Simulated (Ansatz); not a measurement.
P, before and after

The cell of P is invented: random cell by space group and Wyckoff sites (P4/mmm, No. 123). Its size is a rough estimate.

start.cif

```cif
data_structure
_symmetry_space_group_name_H-M 'P4/mmm'
_symmetry_Int_Tables_number 123
_cell_length_a 2.4649
_cell_length_b 2.4649
_cell_length_c 3.5525
_cell_angle_alpha 90.000
_cell_angle_beta 90.000
_cell_angle_gamma 90.000
_cell_volume 21.58
loop_
_atom_site_label
_atom_site_type_symbol
_atom_site_symmetry_multiplicity
_atom_site_Wyckoff_symbol
_atom_site_fract_x
_atom_site_fract_y
_atom_site_fract_z
_atom_site_occupancy
P1 P 1 c 0.50000 0.50000 0.00000 1
```

The calculation used DFT PBE, scalar-relativistic, plane waves, PAW in Ansatz. Cutoff 420 eV, Gaussian smearing, Γ-centred meshes. Cell and atoms relax first on a coarse mesh and then on a finer one. In between, the cell is made exact in the group found at 0.06 Å. In metals the finer mesh still leaves noise of several meV/atom or more. The steps can't lower the symmetry of their start. No spin polarisation.

end.cif

```cif
data_structure
_symmetry_space_group_name_H-M 'Pm-3m'
_symmetry_Int_Tables_number 221
_cell_length_a 2.4448
_cell_length_b 2.4448
_cell_length_c 2.4448
_cell_angle_alpha 90.000
_cell_angle_beta 90.000
_cell_angle_gamma 90.000
_cell_volume 14.61
loop_
_atom_site_label
_atom_site_type_symbol
_atom_site_symmetry_multiplicity
_atom_site_Wyckoff_symbol
_atom_site_fract_x
_atom_site_fract_y
_atom_site_fract_z
_atom_site_occupancy
P1 P 1 b 0.50000 0.50000 0.50000 1
```

The symmetry goes from P4/mmm (No. 123) to Pm-3m (No. 221). The end has the simple cubic type. The volume per atom shrinks by 32.3 %, from 21.6 to 14.6 Å³. The shortest distance goes from 2.46 Å (P–P) to 2.44 Å (P–P). The energy falls by about 0.58 eV/atom (the start's value is from the coarse mesh). The end is written in a standard setting, so origin, axes and order of atoms can differ from the start's.

* Volume per atom: 14.61 Å³
* Density: 3.52 g/cm³
* Energy over the standard state: +0.09 eV/atom
* Gap on the 22×22×24 mesh of the 1-atom cell: 0 eV (a metal)

Energies count from the standard state of P at the same level. The references include black phosphorus. It lies above the standard state, so it could only be metastable.

The last run used Gaussian smearing of 0.10 eV. The reference form of P is held partly by dispersion forces, which this level lacks. A structure relaxed within its symmetry needn't be a true minimum. In all, the 3 runs took 84 s on 1 thread of Arm Neoverse V1, with other jobs on the host.
